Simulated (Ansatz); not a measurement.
# HfO2: do energies and stresses tell the same story?

Computed with DFT r2SCAN, scalar-relativistic, plane waves, PAW in Ansatz 0.2.0.

Cutoff 500 eV; k points 6×6×8 on the computed 6-atom cell (Γ-centred); Gaussian smearing, width 0.02 eV; no spin polarisation.

Relaxed cell: P4_2/mnm, a = 4.838 Å, b = 4.838 Å, c = 3.220 Å, α = 90.00°, β = 90.00°, γ = 90.00°, 6 atoms in the primitive cell. This rutile-type form isn't the usual stable structure of the compound.

Energies at zero smearing and pressures from the stress tensor, at volumes with shape and atoms relaxed:
| V (Å³/atom) | E − E(first) (meV/atom) | P (GPa) |
| --- | --- | --- |
| 11.056 | 0.00 | 37.58 |
| 11.433 | -74.25 | 25.86 |
| 11.810 | -122.99 | 15.84 |
| 12.187 | -149.92 | 7.29 |
| 12.564 | -158.25 | 0.00 |
| 12.941 | -150.76 | -6.21 |
| 13.318 | -129.87 | -11.42 |
| 13.820 | -84.84 | -17.06 |

Task: Check P = −dE/dV between neighbouring volumes, and get the bulk modulus from the pressures alone.

Result: With 1 eV/Å³ = 160.2 GPa:
| middle V (Å³/atom) | −ΔE/ΔV (GPa) | mean P (GPa) |
| --- | --- | --- |
| 11.245 | 31.563 | 31.719 |
| 11.621 | 20.716 | 20.848 |
| 11.998 | 11.448 | 11.564 |
| 12.375 | 3.543 | 3.642 |
| 12.752 | -3.183 | -3.105 |
| 13.129 | -8.881 | -8.813 |
| 13.569 | -14.356 | -14.240 |

The two differ by 0.16 GPa at most. The mean of two end pressures misses the average over a step by about ΔV² P″/12, up to 0.15 GPa here; with that taken off 0.01 GPa remains. Around V = 12.564 Å³/atom, the two neighbours give B = −V ΔP/ΔV = 12.564 × 13.49 / 0.754 = 224.9 GPa, against B0 = 222.5 GPa from the Birch–Murnaghan fit of the energies.

Spin–orbit coupling is left out, which can shift energies with elements as heavy as these.